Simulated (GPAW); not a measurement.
Runs of GPAW 26.7.0 on InPd. Symmetry: Pm-3m, No. 221, cubic system. The conventional cell has a = 3.272 Å, b = 3.272 Å, c = 3.272 Å, α = 90.00°, β = 90.00°, γ = 90.00°. In (site symmetry m-3m) is surrounded by 8 Pd at 2.83 Å. Around Pd (site symmetry m-3m) lie 8 In at 2.83 Å. The cell comes from a database or a generator and needn't be the stable form of this composition.

```tsv
level	potentials or basis	eigensolver	older calculator (legacy_gpaw)	pressure (GPa)
PBE	GPAW PAW data sets (gpaw-data 1.2.1), pw	-	-	3.3
AM05	PAW data sets generated in the run's folder for this functional, pw	-	-	-3.6
revPBE	the program's PAW data sets (release 1.2.1) made for this functional, pw	-	-	(a)
RPBE	the program's PAW data sets (release 1.2.1) made for this functional, pw	-	-	6.8
BLYP	PAW data sets generated in the run's folder for this functional, pw	davidson	-	(b)
SCAN	GPAW PAW data sets (gpaw-data 1.2.1), pw	-	-	-1.9
PBEsol	PAW data sets generated in the run's folder for this functional, pw	-	-	-3.1
```

Alike in all rows: task band structure; no spin polarisation; cell as given; k mesh 8 × 8 × 8; cutoff (eV) 600; smearing fermi-dirac 0.05 eV.

Task: Estimate the missing entries.

Result: (a) 5.8; (b) 11.2.

Caveats: the PAW data sets were made with another functional, which shifts forces and pressure a little (some runs).
